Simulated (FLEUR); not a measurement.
BN:

```
CELL_PARAMETERS angstrom
0.00000 1.81300 1.81300
1.81300 0.00000 1.81300
1.81300 1.81300 0.00000
ATOMIC_POSITIONS crystal
N 0.25000 0.25000 0.25000
B 0.00000 0.00000 0.00000
```

The cell is a database's computed one.

Base run:

```yaml
Program: FLEUR MaX-R8.1 (later development tree)
Functional: PBE
Potentials_or_basis: all-electron
Basis: FLAPW
Kmax: 5.26 1/bohr
k_mesh: 13 × 13 × 13
Occupations: fermi-dirac, width 0.05 eV
Spin: no spin polarisation
```

Its results: band gap on the k mesh 4.53 eV, indirect (least direct gap 8.78 eV).

Task: After a change of settings the same cell gave: band gap on the k mesh 4.73 eV, indirect (least direct gap 8.97 eV). Which change was it?
A. functional from PBE to SCAN
B. muffin-tin radii from N 1.37, B 1.37 bohr to N 1.33, B 1.33 bohr
C. functional from PBE to RPBE

Result: C.

Not every run made on this cell is shown here.
